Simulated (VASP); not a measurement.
# CuO: relaxation of cell and atoms with revTPSS

Crystal: CuO.

```
Cu O
1.0
     4.16094    0.00000    0.00000
     0.00000    4.16094    0.00000
     0.00000    0.00000    3.88764
Cu O
3 3
Cartesian
  2.0805 0.0000 1.9438
  0.0000 2.0805 1.9438
  0.0000 0.0000 0.0000
  0.0000 0.0000 1.9438
  2.0805 0.0000 0.0000
  0.0000 2.0805 0.0000
```

Measurements of this composition are mostly on another form, of space group No. 15.

```yaml
Program: VASP 6.6.1
Task: relaxation of cell and atoms
Functional: revTPSS
Potentials_or_basis: VASP PAW PBE potentials, release 64 (Cu, O)
Cutoff: 600 eV
k_mesh: 7 × 7 × 7
Occupations: gaussian, width 0.05 eV
Spin: no spin polarisation
Further_INCAR_settings: ALGO = Normal; EDIFF = 1e-06; IBRION = 2; EDIFFG = -0.005; NSW = 40; ISIF = 3
```

```yaml
Relaxed_volume: 11.03 Å³/atom
Relaxed_cell: a = 4.111 Å, b = 4.111 Å, c = 3.915 Å, α = 90.00°, β = 90.00°, γ = 90.00°
Space_group_after_relaxing_to_0.05_Å: P4/mmm (No. 123)
Energy_gained_by_relaxing: 1.8 meV/atom
Ionic_steps: 6
Pressure_after_relaxing: 0.0 GPa
Band_gap_on_the_k_mesh: none (metal or under the smearing width)
```

Step by step:
| step | energy change (eV) | largest force (eV/Å) | pressure (GPa) | volume (Å³) |
| --- | --- | --- | --- | --- |
| 1 | 0.0000 | 0.0000 | -1.34 | 67.31 |
| 2 | -0.0075 | 0.0000 | 0.22 | 66.40 |
| 3 | -0.0079 | 0.0000 | 1.07 | 65.94 |
| 4 | -0.0080 | 0.0000 | 0.80 | 66.11 |
| 5 | -0.0104 | 0.0000 | -0.25 | 66.16 |
| 6 | -0.0106 | 0.0000 | 0.00 | 66.15 |

Final structure:
```
Cu O
1.0
     4.11066    0.00000    0.00000
     0.00000    4.11066    0.00000
     0.00000    0.00000    3.91492
Cu O
3 3
Direct
  0.50000 0.00000 0.50000
  0.00000 0.50000 0.50000
  0.00000 0.00000 0.00000
  0.00000 0.00000 0.50000
  0.50000 0.00000 0.00000
  0.00000 0.50000 0.00000
```

Levels at points of the mesh, in eV from the Fermi level:
```
           k point  band 22  band 23  band 24  band 25  band 26  band 27  band 28  band 29  band 30
(0.00, 0.00, 0.00)    -1.77    -1.52    -1.45    -1.45    -1.44    -1.35     1.25     6.38     7.96
```

Run time: 13 min on 1 thread of Intel(R) Xeon(R) 6975P-C (Granite Rapids) (shared host), peak memory 0.26 GiB.

Caveat: the PAW data sets were made with another functional, which shifts forces and pressure a little; an odd number of electrons without spin polarisation forces a metal; a magnetic or distorted state may lie lower; the run has no spin polarisation, though such a crystal can be magnetic; semilocal functionals often make such compounds metallic where correlation or magnetic order opens a gap, which also shifts bond lengths.
